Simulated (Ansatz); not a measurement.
**Changed inputs in constrained RPA: Te2Mo (1H sheet)**

Wanted: the sensitivity and cost of U and J for Te2Mo (1H sheet).

Calculated with Ansatz 0.2.0; constrained RPA on LDA, plane waves, PAW.

This is a report of a sequence of runs, with most program output left out.

### 1. Starting point

The cell holds 3 atoms: 1 Mo and 2 Te. Cell: a = 3.467 Å, b = 3.467 Å, c = 31.232 Å, α = 90.0°, β = 90.0°, γ = 120.0°. Vacuum lies along c.

The structure was relaxed with LDA. The structure was generated from a model, not taken from a measurement. The runs that relaxed it are not among those shown. The program's search for lower electronic states was switched off, so nothing shows that the state found is the lowest. Spin-orbit coupling is left out unless a step names it. The default PAW set here is soft_2. Its files were made with PBE. The Coulomb interaction is cut off across the vacuum.

### 2. Base: Mo d + anion p, bands v7 to c4, 6×6×1 mesh, medium accuracy

Constrained RPA screens the interaction with every transition except those inside the target bands, which a later many-body model would treat itself.

input.yaml reads:

```yaml
crystal:
  lattice:
    - [-3.00214567, 1.73328961, 0.0]
    - [0.0, -3.46657923, 0.0]
    - [0.0, 0.0, 31.23161672]
  atoms:
    - { symbol: Mo, position: [0.0, 0.0, 0.3096908754] }
    - { symbol: Te, position: [0.3333333333, 0.6666666667, 0.367161021] }
    - { symbol: Te, position: [0.3333333333, 0.6666666667, 0.2522207298] }
  periodic: [true, true, false]
kpoints:
  mp_grid: { grid: [9, 9, 1] }
hamiltonian:
  xc: lda
scf:
  occupations: { method: gaussian, width: 0.08 }
  n_extra_bands: 19
  max_iter: 150
  lower_state_search: "off"
output:
  crpa:
    kmesh: [6, 6, 1]
    target_bands: [v7, c4]
    projections: [{ species: Mo, l: d, shell: 4 }, { species: Te, l: p, shell: 5 }]
  local_orbitals:
    kmesh: [12, 12, 1]
    orbitals: [{ species: Mo, l: d, shell: 4 }, { species: Te, l: p, shell: 5 }]
    window: { bands: [v7, c4] }
    seedname: lo
```

The run is started by

```bash
$ ansatz run input.yaml --threads 8 --pin off --max-ram 14745MiB --backend cpu --events-out ev --progress --plain --runs-dir out
```

The job ended after 7.2 min (8 threads of Arm Neoverse V2, shared host; peak memory 3.5 GiB).

Numbers from this step:

| Quantity | Value |
| --- | --- |
| U | 5.764 eV |
| U prime (inter-orbital) | 5.065 eV |
| J | 0.3595 eV |
| bare V | 12.85 eV |
| bare J | 0.4800 eV |
| stated bound on U | 0.01495 eV |
| U over bare V | 0.4484 |
| electrons in the window | 14 |
| head of the constrained inverse dielectric matrix | 0.7761 |
| least eigenvalue of the projection's overlap | 0.6746 |
| target functions | 11 |
| bands in the sums | 54 |
| r.m.s. miss of the model bands | 0.002156 eV |
| width of the target bands | 10.01 eV |
| weight of the projected orbitals in the window | 0.9358 |

On the Mo d shell, screening brings the on-site interaction from 12.9 eV down to U = 5.76 eV.

### 3. Changed: 3×3×1 mesh

input.yaml, the sections that differ from step 2:

```yaml
output:
  crpa:
    kmesh: [3, 3, 1]
    target_bands: [v7, c4]
    projections: [{ species: Mo, l: d, shell: 4 }, { species: Te, l: p, shell: 5 }]
# crystal, kpoints, hamiltonian, scf: as in step 2
```

Run time: 56 s. Hardware: 8 threads; peak memory 3.3 GiB; 6.9 min of CPU time.

This step gave:

- U: 5.643 eV
- U prime (inter-orbital): 4.941 eV
- J: 0.3592 eV
- bare V: 12.97 eV
- bare J: 0.4808 eV
- stated bound on U: 0.01702 eV
- U over bare V: 0.4351
- electrons in the window: 14
- head of the constrained inverse dielectric matrix: 0.7245
- least eigenvalue of the projection's overlap: 0.7098
- target functions: 11
- bands in the sums: 54
- width of the target bands: 10.01 eV
- weight of the projected orbitals in the window: 0.9358

On the Mo d shell, screening brings the on-site interaction from 13.0 eV down to U = 5.64 eV.

### 4. Changed: smooth pair densities

Edit input.yaml of step 3 so:

```diff
@@ -21,4 +21,5 @@
   crpa:
-    kmesh: [3, 3, 1]
+    kmesh: [6, 6, 1]
     target_bands: [v7, c4]
     projections: [{ species: Mo, l: d, shell: 4 }, { species: Te, l: p, shell: 5 }]
+    pair_densities: pseudo
```

The job ended after 6.4 min (8 threads; peak memory 3.1 GiB; 50 min of CPU time).

Numbers from this step:

| Property | Result |
| --- | --- |
| U | 5.773 eV |
| U prime (inter-orbital) | 5.065 eV |
| J | 0.3641 eV |
| bare V | 12.85 eV |
| bare J | 0.4800 eV |
| stated bound on U | 0.01338 eV |
| U over bare V | 0.4491 |
| electrons in the window | 14 |
| head of the constrained inverse dielectric matrix | 0.7762 |
| least eigenvalue of the projection's overlap | 0.6746 |
| target functions | 11 |
| bands in the sums | 54 |
| width of the target bands | 10.01 eV |
| weight of the projected orbitals in the window | 0.9358 |

On the Mo d shell, screening brings the on-site interaction from 12.9 eV down to U = 5.77 eV.

### 5. Changed: sums over states

Edit input.yaml of step 4 so:

```diff
@@ -24,2 +24,4 @@
     projections: [{ species: Mo, l: d, shell: 4 }, { species: Te, l: p, shell: 5 }]
-    pair_densities: pseudo
+    accuracy: sum_over_states
+    n_empty_bands: 92
+    ecut_chi: 70
```

Run time: 43 s. Hardware: 8 threads; peak memory 1.9 GiB.

This variant gives U = 5.88 eV against 5.76 eV. It is a finite sum over empty states with no bound on its error and stays out of the table below.

### 6. Changed: a keyword of another program

Edit input.yaml of step 5 so:

```diff
@@ -24,4 +24,2 @@
     projections: [{ species: Mo, l: d, shell: 4 }, { species: Te, l: p, shell: 5 }]
-    accuracy: sum_over_states
-    n_empty_bands: 92
-    ecut_chi: 70
+    NCRPA_BANDS: 1
```

The job ended after 0.02 s (8 threads; peak memory 0.023 GiB).

The input was rejected at the start.

The program's message: “Error: YAML parse error: error: line 25 column 5: unknown field `NCRPA_BANDS`, expected one of accuracy, bounded_pairs, pair_densities, n_empty_bands, n_guard_bands, ecut_chi, kmesh, target_bands, pro …”

The fault put into this input: a keyword of another program.

### 7. Changed: r2SCAN

This step: constrained RPA on r2SCAN, plane waves, PAW.

Edit input.yaml of step 6 so:

```diff
@@ -13,3 +13,3 @@
 hamiltonian:
-  xc: lda
+  xc: r2scan
 scf:
@@ -24,2 +24 @@
     projections: [{ species: Mo, l: d, shell: 4 }, { species: Te, l: p, shell: 5 }]
-    NCRPA_BANDS: 1
```

Elapsed: 14 min, on 8 threads; peak memory 4.3 GiB; 1.8 h of CPU time.

This step gave:

```
U                                                 : 6.018 eV
U prime (inter-orbital)                           : 5.307 eV
J                                                 : 0.3644 eV
bare V                                            : 12.94 eV
bare J                                            : 0.4819 eV
stated bound on U                                 : 0.01590 eV
U over bare V                                     : 0.4650
electrons in the window                           : 14
head of the constrained inverse dielectric matrix : 0.7899
least eigenvalue of the projection's overlap      : 0.6826
target functions                                  : 11
bands in the sums                                 : 54
width of the target bands                         : 10.60 eV
weight of the projected orbitals in the window    : 0.9364
```

On the Mo d shell, screening brings the on-site interaction from 12.9 eV down to U = 6.02 eV.

### 8. Side by side

Times are wall times on 8 threads of Arm Neoverse V2, shared host, good to a factor of about two.

```tsv
run	bare V (eV)	U (eV)	J (eV)	bound on U (eV)	width (eV)	time
target window	12.85	5.764	0.359	0.0150	10.01	7.2 min
3×3×1 mesh	12.97	5.643	0.359	0.0170	10.01	56 s
smooth pair densities	12.85	5.773	0.364	0.0134	10.01	6.4 min
r2SCAN	12.94	6.018	0.364	0.0159	10.60	14 min
```

### 9. Results

```yaml
target_window: U 5.76 eV, J 0.36 eV
3x3x1_mesh: U 5.64 eV, J 0.36 eV
smooth_pair_densities: U 5.77 eV, J 0.36 eV
r2scan: U 6.02 eV, J 0.36 eV
```

3×3×1 mesh moves U by −0.12 eV at 0.13 times the time. Smooth pair densities moves U by +0.01 eV (within the solver's bounds, for the mean over orbitals). r2SCAN moves U by +0.25 eV. The printed bound covers the solver alone, not the mesh, and no denser mesh than the base was run. The parent state is non-magnetic and the interaction static (zero frequency); U depends on the window and the orbitals, so it belongs to this model alone. A window that holds the anion p bands defines a model with explicit ligands; its U belongs to that model and is not the U of DFT+U.

[Paths, hosts, dates, memory and timing lines, banners, echoed tables and standing remarks are left out of the program output.]

[Logs are printed without paths, hosts, clocks, repeated set-up lines and the standing remarks that a program may print on its own settings, such as how far it seeks lower states.]

[Runs of the session that timed out or met a known fault of the program may be left out.]

[Hosts, paths, dates, database ids (printed as entryN), source tags and the programs' standing remarks are cut or masked in the printed files.]
